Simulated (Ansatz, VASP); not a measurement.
Two plane-wave programs on NaCl

```xyz
12
Lattice="6.7996 0.0000 0.0000 -3.3998 5.8887 0.0000 0.0000 0.0000 7.0948" Properties=species:S:1:pos:R:3 pbc="T T T"
Na   -2.2752    3.9407    3.5474
Na    1.1247    1.9480    3.5474
Na    4.5503    0.0000    3.5474
Na   -1.1443    1.9820    0.0000
Na    2.2555    3.9067    0.0000
Na    2.2886    0.0000    0.0000
Cl    3.3998    1.9629    1.7769
Cl    3.3998    1.9629    5.3180
Cl    0.0000    3.9258    5.3180
Cl    0.0000    3.9258    1.7769
Cl    0.0000    0.0000    5.3276
Cl    0.0000    0.0000    1.7672
```

Measurements of this composition are mostly on another form, of space group No. 225.

Alike in both runs: task electric field gradients; functional PBE; k mesh 5 × 5 × 4; occupations fermi-dirac, width 0.02 eV; no spin polarisation.

```csv
,VASP,Ansatz
version,VASP 6.6.1,Ansatz 0.2.0
potentials or method,"VASP PAW PBE potentials, release 64 (Na_pv, Cl)","plane-wave PAW, scalar-relativistic"
plane-wave cutoff (eV),520,420
valence electrons in the cell,84,96
```

|  | VASP | Ansatz | Ansatz less VASP |
| --- | --- | --- | --- |
| gap on the k mesh at the Fermi level (eV) | 4.39 | 4.39 | 0.000 |
| pressure (GPa) | -0.1 | 0.0 | +0.04 |
| largest component of the traceless stress (GPa) | 0.06 | 0.06 | -0.002 |
| rms of the force components (eV/Å) | 0.010 | 0.010 | 0.0000 |
| Vzz of the field gradient on the site that differs most (V/Å²) | -4.0 | -3.7 | +0.28 |

Atom by atom the forces differ by 0.000 eV/Å (rms over components). With one functional, cell and mesh, what is left measures potentials, basis and numerics. The two sets of potentials don't hold the same shells in valence.

Caveats: an odd mesh through Γ misses points on the zone boundary, where band edges often lie. PBE gaps usually lie below the measured ones, often by a third to a half.
